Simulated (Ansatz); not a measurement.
Phases of Be at -1.3 GPa

Structure types of Be are relaxed in primitive cells with their symmetry kept at -1.3 GPa, first on PAW files, then by LAPW. The enthalpy is E + pV at zero temperature, without zero-point motion. Only the types listed were tried, and differences under about 5 meV/atom are mesh noise.

All numbers are PBE results (scalar-relativistic) from Ansatz 0.2.0, with Fermi–Dirac smearing of 0.08 eV, no spin polarisation. Methods: LAPW: all electrons, basis error target 0.5 meV/atom; PAW: frozen-core files, cutoff 420 eV.

k meshes: fcc 21×21×21, bcc 21×21×21, hcp 19×19×11, beta tin 20×20×20, sc 19×19×19, omega 10×10×14.

**Question.** Which type is lowest in enthalpy, and by how much?

**Answer.** hcp, 84 meV/atom below fcc. The whole table:

```tsv
start type	ends as	a, b, c (Å)	V (Å³/atom)	H − H(lowest), LAPW (meV/atom)	same, PAW
fcc	fcc, Fm-3m	3.170, 3.170, 3.170	7.96	84.1	84.1
bcc	bcc, Im-3m	2.509, 2.509, 2.509	7.90	101.4	101.5
hcp	hcp, P6_3/mmc	2.271, 2.271, 3.578	7.99	0.0	0.0
beta tin	beta tin, I4_1/amd	4.244, 4.244, 2.120	9.55	715.1	714.7
sc	sc, Pm-3m	2.187, 2.187, 2.187	10.46	989.0	988.5
omega	omega, P6/mmm	3.583, 3.583, 2.202	8.16	189.1	189.1
```
